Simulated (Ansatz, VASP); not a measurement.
One calculation of AlN, two programs

INCAR

```
SYSTEM = AlN
PREC = Accurate
ENCUT = 600
EDIFF = 1E-6
ISMEAR = 0
SIGMA = 0.02
LREAL = .FALSE.
LASPH = .TRUE.
NELM = 100
ALGO = Normal
ISIF = 3
LWAVE = .FALSE.
LCHARG = .FALSE.
GGA = PE
IBRION = 2
NSW = 65
EDIFFG = -0.01
```

KPOINTS

```
Automatic mesh
0
G
  9 9 3
  0 0 0
```

POSCAR

```
AlN
1.0
    3.1301886382      0.0000000000      0.0000000000
   -1.5650943191      2.7108228793      0.0000000000
    0.0000000000      0.0000000000     12.5454034271
Al N
5 5
Direct
    0.0000000000      0.0000000000      0.0000000000
    0.3333333333      0.6666666667      0.2000000000
    0.6666666667      0.3333333333      0.4000000000
    0.3333333333      0.6666666667      0.6000000000
    0.6666666667      0.3333333333      0.8000000000
    0.0000000000      0.0000000000      0.1500000000
    0.3333333333      0.6666666667      0.3500000000
    0.6666666667      0.3333333333      0.5500000000
    0.3333333333      0.6666666667      0.7500000000
    0.6666666667      0.3333333333      0.9500000000
```

Input for Ansatz:

```yaml
crystal:
  lattice:
    - [3.1301886382, 0.0, 0.0]
    - [-1.5650943191, 2.7108228793, 0.0]
    - [0.0, 0.0, 12.5454034271]
  atoms:
    - { symbol: Al, position: [0.0, 0.0, 0.0] }
    - { symbol: "N", position: [0.0, 0.0, 0.15] }
    - { symbol: Al, position: [0.3333333333, 0.6666666667, 0.2] }
    - { symbol: "N", position: [0.3333333333, 0.6666666667, 0.35] }
    - { symbol: Al, position: [0.6666666667, 0.3333333333, 0.4] }
    - { symbol: "N", position: [0.6666666667, 0.3333333333, 0.55] }
    - { symbol: Al, position: [0.3333333333, 0.6666666667, 0.6] }
    - { symbol: "N", position: [0.3333333333, 0.6666666667, 0.75] }
    - { symbol: Al, position: [0.6666666667, 0.3333333333, 0.8] }
    - { symbol: "N", position: [0.6666666667, 0.3333333333, 0.95] }
basis:
  ecutwfc: 420
kpoints:
  mp_grid: { grid: [9, 9, 3] }
hamiltonian:
  xc: pbe
scf:
  occupations: { method: gaussian, width: 0.02 }
output:
  forces: true
  stress: true
  eigenvalues: true
  populations: true
relax:
  adjacent_minimum: "off"
  f_tol: 0.01
  max_steps: 45
  cell: { stress_tol: 0.05 }
```

Alike in both runs: task relaxation of cell and atoms; functional PBE; k mesh 9 × 9 × 3; occupations gaussian, width 0.02 eV; no spin polarisation.

```csv
,VASP,Ansatz
version,VASP 6.6.1,Ansatz 0.2.0
potentials or method,"VASP PAW PBE potentials, release 64 (Al, N)","scalar-relativistic, plane waves, PAW"
plane-wave cutoff (eV),600,420
valence electrons in the cell,40,40
```

|  | VASP | Ansatz | Ansatz less VASP |
| --- | --- | --- | --- |
| gap on the k mesh at the Fermi level, each at its own relaxed structure (eV) | 3.81 | 3.81 | +0.003 |
| relaxed volume (Å³/atom) | 10.64 | 10.66 | +0.025 |
| relaxed cell length with the largest relative difference (Å) | 3.117 | 3.119 | +0.0025 |
| energy change over the relaxation (meV/atom) | -3 | -3 | 0.0 |

Caveats: an odd mesh through Γ misses points on the zone boundary, where band edges often lie. A hybrid or GW would open this gap; PBE tends to underestimate it.
